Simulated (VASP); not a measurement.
An input for Quantum ESPRESSO's pw.x (written as the equivalent of a VASP run, and not itself run):

```
&CONTROL
  calculation = 'vc-relax'
  pseudo_dir = './pseudo'
  outdir = './out'
  tprnfor = .true.
  tstress = .true.
  nstep = 60
  forc_conv_thr = 0.00078
/
&SYSTEM
  ibrav = 0
  nat = 15
  ntyp = 2
  ecutwfc = 82.3
  occupations = 'smearing'
  smearing = 'gaussian'
  degauss = 0.003675
  input_dft = 'pbe'
  vdw_corr = 'grimme-d3'
  dftd3_version = 4
  dftd3_threebody = .false.
/
&ELECTRONS
  conv_thr = 7.3e-08
  electron_maxstep = 100
/
&IONS
/
&CELL
/
ATOMIC_SPECIES
  Sb 121.760 Sb.upf
  Te 127.600 Te.upf
CELL_PARAMETERS angstrom
     4.2830773   -0.0000000    0.0000000
    -2.1415386    3.7092535   -0.0000000
    -0.0000000    0.0000000   29.7181516
ATOMIC_POSITIONS crystal
  Sb   0.3333330  0.6666670  0.0655188
  Sb   0.3333330  0.6666670  0.2678152
  Sb   0.0000000  0.0000000  0.3988518
  Sb   0.0000000  0.0000000  0.6011482
  Sb   0.6666670  0.3333330  0.7321848
  Sb   0.6666670  0.3333330  0.9344812
  Te   0.0000000  0.0000000  0.0000000
  Te   0.0000000  0.0000000  0.2102177
  Te   0.6666670  0.3333330  0.1231153
  Te   0.6666670  0.3333330  0.3333330
  Te   0.6666670  0.3333330  0.5435507
  Te   0.3333330  0.6666670  0.4564493
  Te   0.3333330  0.6666670  0.6666670
  Te   0.3333330  0.6666670  0.8768847
  Te   0.0000000  1.0000000  0.7897823
K_POINTS automatic
  6 6 1 0 0 0
```

Q: Translate this input to VASP (INCAR, KPOINTS, POSCAR, choice of POTCAR).

A: This is not unique; one that fits is 
INCAR:
```
SYSTEM = Sb2Te3
PREC = Accurate
ENCUT = 480
EDIFF = 1E-6
NELM = 100
ALGO = Normal
LREAL = Auto
LASPH = .TRUE.
ISMEAR = 0
SIGMA = 0.05
GGA = PE
IVDW = 12
LMAXMIX = 4
LWAVE = .FALSE.
LCHARG = .FALSE.
IBRION = 2
ISIF = 3
NSW = 60
EDIFFG = -0.02
```

### KPOINTS
```
Automatic mesh
0
Gamma
6 6 1
0 0 0
```

File POSCAR:
```
Sb2Te3
1
    4.2830772598    -0.0000000000     0.0000000000
   -2.1415386299     3.7092534898    -0.0000000000
   -0.0000000000     0.0000000000    29.7181515690
Sb Te
6 9
Direct
  0.3333330000   0.6666670000   0.0655188033
  0.3333330000   0.6666670000   0.2678151967
  0.0000000000   0.0000000000   0.3988518033
  0.0000000000   0.0000000000   0.6011481967
  0.6666670000   0.3333330000   0.7321848033
  0.6666670000   0.3333330000   0.9344811967
  0.0000000000   0.0000000000   0.0000000000
  0.0000000000   0.0000000000   0.2102177307
  0.6666670000   0.3333330000   0.1231152693
  0.6666670000   0.3333330000   0.3333330000
  0.6666670000   0.3333330000   0.5435507307
  0.3333330000   0.6666670000   0.4564492693
  0.3333330000   0.6666670000   0.6666670000
  0.3333330000   0.6666670000   0.8768847307
  0.0000000000   1.0000000000   0.7897822693
```

POTCAR, in this order: Sb Te (PBE.64 set). Program: vasp_std.

The two are equivalent in intent, not identical: the potentials are each code's own (VASP's PAW set, PseudoDojo norm-conserving files in pw.x), so ENCUT and ecutwfc are chosen apart and not converted; conv_thr bounds pw.x's estimated SCF error, while EDIFF bounds the energy change between steps; forc_conv_thr acts on force components and is met together with etot_conv_thr.

The compound is Sb2Te3 in the tetradymite structure. This run relaxes it. Symmetry was kept, so distortions that lower it aren't found. The start is the result of an earlier pass.
